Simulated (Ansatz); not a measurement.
Runs of Ansatz 0.2.0 on Ir. Symmetry: Fm-3m, No. 225, cubic system. Conventional cell: a = 3.831 Å, b = 3.831 Å, c = 3.831 Å, α = 90.00°, β = 90.00°, γ = 90.00°. Around Ir (site symmetry m-3m) lie 12 Ir at 2.71 Å. 

```tsv
task	level	U	cell	k mesh	cutoff (eV)	smearing	double counting	hubbard projectors	points for each segment of the path	mesh quality	gap on the mesh (eV)	pressure (GPa)	relaxed volume (Å³/atom)
electrostatic potential	LDA+D3(BJ)+U	Ir d U = 4 eV	as given	12 × 12 × 12	420	cold 0.025 eV	fll	ortho-atomic (the default)	-	not flagged	none	-16.9	-
relaxation of cell and atoms	r2SCAN	-	relaxed	12 × 12 × 12	500	fermi-dirac 0.05 eV	-	-	-	not flagged	none	0.0	(a)
relaxation of cell and atoms	PBE0	-	relaxed	6 × 6 × 6	420	fermi-dirac 0.05 eV	-	-	-	coarse	none	-	14.00
relaxation of cell and atoms	BLYP+D4	-	relaxed	12 × 12 × 12	420	fermi-dirac 0.05 eV	-	-	-	not flagged	none	0.0	14.39
band structure	LDA	-	as given	12 × 12 × 12	420	fermi-dirac 0.05 eV	-	-	14	not flagged	none	-6.6	-
relaxation of cell and atoms	PBEsol0	-	relaxed	6 × 6 × 6	420	fermi-dirac 0.05 eV	-	-	-	coarse	none	-	13.73
relaxation of cell and atoms	RPBE	-	relaxed	12 × 12 × 12	420	fermi-dirac 0.05 eV	-	-	-	not flagged	none	0.0	(b)
```

Alike in all rows: potentials or basis Ansatz PAW; no spin polarisation.

**Question.** Fill in the values left out.

**Answer.** (a) 14.19; (b) 14.66.

Caveats: some runs use coarse meshes; the PAW data sets come from PBE, with cores solved anew for the run's functional, which leaves a small shift of forces and pressure; the plane-wave basis is chosen anew once the cell has moved, so the energies of steps on either side of that aren't comparable (some runs); pairwise dispersion overbinds metals, which lowers pressure and volume (some runs); the potentials were made for another functional, which shifts forces and pressure (some runs); U without spin polarisation on a metal has little footing (some runs); the U is typed as a test and isn't derived for this compound (some runs).

A k mesh can miss the band edges, and the runs leave out spin-orbit coupling on Ir.

A gap of «none» marks a metal or a gap under the smearing width.

Not every run made on this cell is shown here.
